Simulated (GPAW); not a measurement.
Runs of GPAW 26.7.0 on BaS. The structure is cubic, space group Fm-3m (No. 225). Conventional cell: a = 6.388 Å, b = 6.388 Å, c = 6.388 Å, α = 90.00°, β = 90.00°, γ = 90.00°. Ba (site symmetry m-3m) has 6 S at 3.19 Å as nearest neighbours. S (site symmetry m-3m) is surrounded by 6 Ba at 3.19 Å. 

```tsv
task	level	potentials or basis	spin	k mesh	cutoff (eV)	maxiter	hybrids on these orbitals	oneshot functional	eigensolver	band path	other keys	gap on the mesh (eV)	pressure (GPa)	V0 of scaled cells (Å³/atom)	B0 (GPa)
one-shot levels of the hybrid HSE06	PBE	GPAW PAW data sets (gpaw-data 1.2.1), pw	off	5 × 5 × 5	500	150	["HSE06", "EXX", "B3LYP"]	HSE06	-	-	-	2.25	1.2	-	-
band structure	BLYP	PAW data sets generated in the run's folder for this functional, pw	SOC, no magnetisation	7 × 7 × 7	600	150	-	-	davidson	GXWKGLUWLK,UX	-	(b)	3.4	-	-
band structure	OLYP	PAW data sets generated in the run's folder for this functional, pw	SOC, no magnetisation	7 × 7 × 7	600	150	-	-	davidson	GXWKGLUWLK,UX	-	2.57	3.0	-	-
equation of state	PBEsol+D3	PAW data sets generated in the run's folder for this functional, pw	off	7 × 7 × 7	600	150	-	-	-	-	-	-	-	31.46	47
equation of state	PBEsol+D3(BJ)	PAW data sets generated in the run's folder for this functional, pw	off	7 × 7 × 7	600	150	-	-	-	-	-	-	-	30.95	50
single point	PBE	GPAW PAW data sets (gpaw-data 1.2.1), pw	off	7 × 7 × 7	900	100	-	-	-	-	several, not listed	2.19	1.2	-	-
equation of state	BLYP+D4	PAW data sets generated in the run's folder for this functional, pw	off	7 × 7 × 7	600	150	-	-	davidson	-	-	-	-	33.49	41
equation of state	PBE	GPAW PAW data sets (gpaw-data 1.2.1), pw	off	7 × 7 × 7	600	150	-	-	-	-	-	-	-	(a)	41
```

Alike in all rows: cell as given; smearing fermi-dirac 0.05 eV.

**Question.** Estimate the missing entries.

**Answer.** (a) 33.52; (b) 2.22.

Caveats: spin-orbit coupling is left out, which moves the levels of the heavy elements (some runs); an odd mesh through Γ misses points on the zone boundary, where band edges often lie (some runs); spin-orbit coupling was added after a scalar SCF, so levels and gaps hold it while energy, forces, pressure and moments don't (some runs); this program's spin-orbit splittings come out too wide for heavy elements (some runs); the cutoff is short for stress and forces, so pressures can be off by a GPa or more (some runs); energy and the plain gap are those of the semilocal run (some runs); the hybrids' values are one shot on its orbitals and mesh (some runs).

A k mesh can miss the band edges, and rows without SOC leave out spin-orbit coupling on Ba.
